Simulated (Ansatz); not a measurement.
# Te_N in AlN (P6_3mc): charge-transition levels and formation energies, part 2 of 2

Aim: at which Fermi levels does Te_N in AlN (P6_3mc) change its charge? The model is a cell of 72 host atoms with 1 N taken out and 1 Te put in.

Ansatz; place-levels on r2SCAN runs: charge-transition levels and formation energies with image-charge correction and potential alignment at the atomic sites; PAW set soft_1.

So far: Starting point; The runs of each charge state.

### 3. Levels against the band edges, r2SCAN

A charged cell interacts with its images and the background, and its potential has another zero than the host's. place-levels removes the first by a point-charge model, screened by the static dielectric constant since the ions have relaxed around the charge, and the second by comparing potentials at atoms far from the defect.

The host is a run of the defect-free crystal in the same cutoffs, grids and k-points, so that basis and sampling errors cancel in part in the differences. The host is run in a cell of 8 atoms on a matching mesh. Its band edges are searched through the zone by a band path, so the gap is smaller than, or equal to, that on the mesh. Chemical potentials are energies per atom of N (N2 molecule) and Te (trigonal tellurium), run with the same functional and cutoff.

levels.point.yaml reads:

```yaml
host:
  run: host.point.run
states: [qm1.point.run, q0_M1.point.run, qp1.point.run]
geometry_from:
  qm1.point.run: qm1.relax.run
  q0_M1.point.run: q0_M1.relax.run
  qp1.point.run: qp1.relax.run
  host.point.run: host.relax.run
chemical_potentials:
  "N":
    energy: -384.814403
    dataset: "<sha256 of the dataset>"
  Te:
    energy: -6994.903559
    dataset: <sha256 of the dataset>
epsilon: [4.49, 4.49, 4.72]
static_epsilon: [8.15, 8.15, 9.65]
vertical:
  - { from: qm1.point.run, to: qm1.point_neutral.run }
  - { from: qp1.point.run, to: qp1.point_neutral.run }
```

Started as:

```
$ ansatz place-levels levels.point.yaml -- --threads 4 --pin off --max-ram 7536MiB
```

The log of the run:

```text
[... repeated set-up lines and file paths are left out, and long positions are rounded to six places ...]
(+1/0) 4.204 eV above the valence edge, 0.674 eV under the conduction edge
(0/-1) 4.889 eV above the valence edge, in the conduction band
formation energy of charge +1: +5.867 eV with the Fermi level at the valence edge
formation energy of charge 0: +10.071 eV with the Fermi level at the valence edge
formation energy of charge -1: +14.960 eV with the Fermi level at the valence edge
vertical -1 to 0: no energy, since no alignment is typed
  the change from vertical[0].from (qm1.point.run) to vertical[0].to (qm1.point_neutral.run): by its potential at epsilon [4.49, 4.49, 4.72] it stands at 0.328 0.004 0.539, with an rms radius of about 1.7 Å (1.0 1.0 0.9 Å across the planes of the cell's [...]
vertical +1 to 0: no energy, since no alignment is typed
  the change from vertical[1].from (qp1.point.run) to vertical[1].to (qp1.point_neutral.run): by its potential at epsilon [4.49, 4.49, 4.72] it stands at 0.210 0.790 0.537, with an rms radius of about 3.5 Å (2.2 2.2 1.4 Å across the planes of the cell's [...]
  edges by r2scan, gap 4.878 eV; the host is sampled to repeats of 18.64 Å
  the defect's cells are sampled to repeats of 18.64 Å, like sampling
  charge +1: -40036.6522 eV with its correction of +0.659 eV, at epsilon [8.15, 8.15, 9.65], aligned at sites: +0.3961 eV, mean over 33 atomic sites at or beyond 4.66 Å from the host's site at [0.5554, 0.4446, 0.4403] by the defect at [0.5556, 0.4444, [...]
  charge 0: +0.000 eV for its dipole among its images, +0.041 omitted
  charge -1: -40013.7231 eV with its correction of -0.305 eV, at epsilon [8.15, 8.15, 9.65], aligned at sites: +0.5675 eV, mean over 33 atomic sites at or beyond 4.66 Å from the host's site at [0.5554, 0.4446, 0.4403] by the defect at [0.5556, 0.4444, [...]
  of states[2] (qp1.point.run): it parts from the run at its places by a charge that spreads by about 2.2 Å along one vector (1.4 Å or more is wide), by its potential at epsilon [4.49, 4.49, 4.72], taken for that of held ions (one typed too small widens it), [...]
  of states[1] (q0_M1.point.run): its alignment with the host at atomic sites is doubtful: the mean over the far sites moves by +0.0503 eV from their farther parts to their nearer, more than 0.05 eV. [...]
  of states[0] (qm1.point.run): its alignment with the host at atomic sites is doubtful: the mean over the far sites moves by +0.1271 eV from their farther parts to their nearer, more than 0.05 eV. [...]
  of vertical[0].from (qm1.point.run): its sublattices stand up to 0.0150 Å off the host's, which by the two runs' forces adds about +0.01 eV to its energy against the host's, and moves the band edges: relax the crystal first, and build the cells on it
  of vertical[0].to (qm1.point_neutral.run): stability_check_not_made
  of vertical[1].from (qp1.point.run): its displacements don't fall off away from the defect: farther atoms stand 0.037 Å off the host's places. [...]
  of vertical[1].to (qp1.point_neutral.run): its displacements don't fall off away from the defect: farther atoms stand 0.037 Å off the host's places. [...]
```

Run time: 0.34 s. Hardware: 4 threads of Arm Neoverse V1, shared host.

Levels between the charges placed, in eV above the valence top:

|  | gap (eV) | (+1/0) | (0/−1) |
| --- | --- | --- | --- |
| r2SCAN | 4.88 | 4.20 | 4.89 |

Corrections by state:

| charge | moment (μB) | image terms and alignment (eV) | band filling (eV) | ε used | over the lowest of its charge, as the program ranks them, band filling apart (eV) |
| --- | --- | --- | --- | --- | --- |
| +1 | 0.0 | 0.659 | - | principal values (8.15, 8.15, 9.65) | 0.000 |
| 0 | 1.0 | 0.000 | - | - | 0.000 |
| −1 | 0.0 | -0.305 | - | principal values (8.15, 8.15, 9.65) | 0.000 |

The charged structures listed were also run neutral, and place-levels reads from each pair, by the potential or the spins, how wide the charge is by which they differ; that can be the carrier of either run.

```csv
charge,rms radius (Å),spread where it is widest against the cell (Å),wide from (Å),reading
+1,3.5,2.24,1.40,wide
−1,1.7,1.00,1.40,narrow
```

The neutral runs of these pairs need not share the spin of the lowest neutral state, and very wide values only mean spread over the cell.

From the program's caveats on the states, each cut to its opening words:

- charge +1: it parts from the run at its places by a charge that spreads by about 2.2 Å along one vector (1.4 Å or more is wide), by its potential at epsilon [4.49, 4.49, [...]
- charge +1: the far atoms show a dipole or second moment of the defect's charge, for which the correction takes or leaves out 0.069 eV: further moments aren't read, and [...]
- charge +1: its displacements don't fall off away from the defect: farther atoms stand 0.037 Å off the host's places
- charge 0 (1 μB): its alignment with the host at atomic sites is doubtful: the mean over the far sites moves by +0.0503 eV from their farther parts to their nearer, more than [...]
- charge 0 (1 μB): its sublattices stand up to 0.0106 Å off the host's, which by the two runs' forces adds about +0.01 eV to its energy against the host's, and moves the band [...]
- charge 0 (1 μB): its displacements don't fall off away from the defect: farther atoms stand 0.033 Å off the host's places
- charge 0 (1 μB): flagged: stability check not made
- charge −1: its alignment with the host at atomic sites is doubtful: the mean over the far sites moves by +0.1271 eV from their farther parts to their nearer, more than [...]
- charge −1: its sublattices stand up to 0.0150 Å off the host's, which by the two runs' forces adds about +0.01 eV to its energy against the host's, and moves the band [...]

Chemical potentials of the elements' reference phases, run alike. Formation energy by charge state (elemental references; gap 4.88 eV):

| charge | at valence top (eV) | at conduction bottom (eV) | correction included (eV) |
| --- | --- | --- | --- |
| +1 | 5.87 | 10.74 | 0.66 |
| 0 | 10.07 | 10.07 | 0.00 |
| −1 | 14.96 | 10.08 | -0.30 |

(Fermi level (eV), lowest formation energy (eV)): (0.00, 5.87), (0.44, 6.31), (0.89, 6.75), (1.33, 7.20), (1.77, 7.64), (2.22, 8.08), (2.66, 8.53), (3.11, 8.97), (3.55, 9.42), (3.99, 9.86), (4.43, 10.07), (4.88, 10.07)

### 4. Effect of the sampling

The relaxations' own energies give the levels at their sampling, for comparison.

levels.relax_mesh.yaml reads:

```yaml
host:
  run: host.relax.run
states: [qm1.relax.run, q0_M1.relax.run, qp1.relax.run]
chemical_potentials:
  "N":
    energy: -384.814403
    dataset: "<sha256 of the dataset>"
  Te:
    energy: -6994.903559
    dataset: <sha256 of the dataset>
```

Started as:

```
$ ansatz place-levels levels.relax_mesh.yaml -- --threads 4 --pin off --max-ram 7536MiB
```

The log of the run:

```text
(+1/0) 4.244 eV above the valence edge, 0.642 eV under the conduction edge
(0/-1) 4.928 eV above the valence edge, in the conduction band
formation energy of charge +1: +5.771 eV with the Fermi level at the valence edge
formation energy of charge 0: +10.015 eV with the Fermi level at the valence edge
formation energy of charge -1: +14.943 eV with the Fermi level at the valence edge
  edges by r2scan, gap 4.886 eV; the host is sampled to repeats of 13.64 Å
[... the lines on each state left out ...]
```

Wall time 0.13 s (4 threads).

Levels between neighbouring charges, in eV above the valence top:

|  | gap (eV) | (+1/0) | (0/−1) |
| --- | --- | --- | --- |
| one point at (¼, ¼, ¼) | 4.89 | 4.24 | 4.93 |
| a 2×2×2 shifted mesh | 4.88 | 4.20 | 4.89 |

Going from one point at (¼, ¼, ¼) to a 2×2×2 shifted mesh moves the levels that carry no band-filling term by up to 0.04 eV and formation energies against the elements by up to 0.10 eV.

### 5. Outcome

| Item | Value |
| --- | --- |
| gap of the host | 4.88 eV (r2SCAN) |
| level (plus 1/0) | 4.20 eV above the valence top |
| level (0/minus 1) | 4.89 eV above the valence top, past the conduction bottom |
| lowest of the charges placed, just above the valence top (0.02 eV) | +1 |
| lowest of the charges placed, just below the conduction bottom (0.02 eV) | 0 |
| lowest formation energy at mid-gap of the charges run, elemental references | 8.31 eV |

Of the charges placed (−1, 0 and +1), the lowest changes at 4.20 eV (+1/0) above the valence top, in a gap of 4.88 eV. (0/−1) lies 0.01 eV from a band edge, less than the doubt on such levels. Charges above +1 were not placed, so these runs say nothing of levels that involve them. States placed: +1 at 0 μB; 0 at 1 μB; −1 at 0 μB. Other spin states or structures, where not listed, weren't placed. Te is taken at its element; compounds, which aren't counted here, bound the chemical potentials and would shift these formation energies. Going from one point at (¼, ¼, ¼) to a 2×2×2 shifted mesh moves the levels that carry no band-filling term by up to 0.04 eV and formation energies against the elements by up to 0.10 eV. The program doubts the alignment of potentials for at least one state, a sign that the cell is small. Keep in mind: r2SCAN makes the gap too small and tends to spread out bound carriers; where a gas molecule sets a chemical potential or the host's formation energy, its binding is uncorrected; spin–orbit coupling, which can matter with heavy atoms, is left out; force components of up to 0.12 eV/Å remain in a run at the final settings.

[Logs are printed without paths, hosts, clocks, repeated set-up lines and the standing remarks that a program may print on its own settings, such as how far it seeks lower states.]

[Hosts, paths, dates, database ids (printed as entryN), source tags and the programs' standing remarks are cut or masked in the printed files.]

[Where a table of states has a column of steps, it counts the stored structures, which are thinned; the runs took as many ionic steps or more.]

[A defect's name tells the site on which it was built; relaxed atoms can leave that site.]

[For some hosts the program warned that the k-mesh of the response run may be too coarse for force constants and the static dielectric constant; such warnings are not shown here.]
